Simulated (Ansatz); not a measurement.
## Si: changing the share of exact exchange

It takes space group Fd-3m (No. 227, cubic). Conventional cell: a = 5.444 Å, b = 5.444 Å, c = 5.444 Å, α = 90.00°, β = 90.00°, γ = 90.00°. Si (site symmetry -43m) has 4 Si at 2.36 Å as nearest neighbours.

Kept alike: task single point; k mesh 4 × 4 × 4; occupations fermi-dirac, width 0.05 eV; no spin polarisation. Program: Ansatz, PAW datasets made for the crystal, cutoff 200 eV. The mesh is that of the run's cell of 2 atoms. No spin-orbit coupling.

| share of exact exchange, α | band gap (eV) | pressure (GPa) |
| --- | --- | --- |
| 0.1 | 1.221 | 1.20 |
| 0.25 | 2.014 | 0.19 |
| 0.4 | 2.835 | -0.78 |

The k mesh is coarse, so the values aren't converged. Pressure is positive in compression, with a Pulay correction for the finite cutoff. A gap read on the mesh alone can miss an edge between its points. The mesh is thin for exact exchange.

The band gap rises from 1.221 to 2.835 eV between 0.1 and 0.4. Exact exchange pulls filled levels down against empty ones, so the gap grows nearly in line with its share. Measured: 1.1 eV (arxiv:1111.5263); nearest 0.1, 0.121 eV off. The runs are for a static lattice. The pressure falls from 1.20 to -0.78 GPa between 0.1 and 0.4. Exact exchange shortens the bonds here, so the pressure at fixed cell falls.
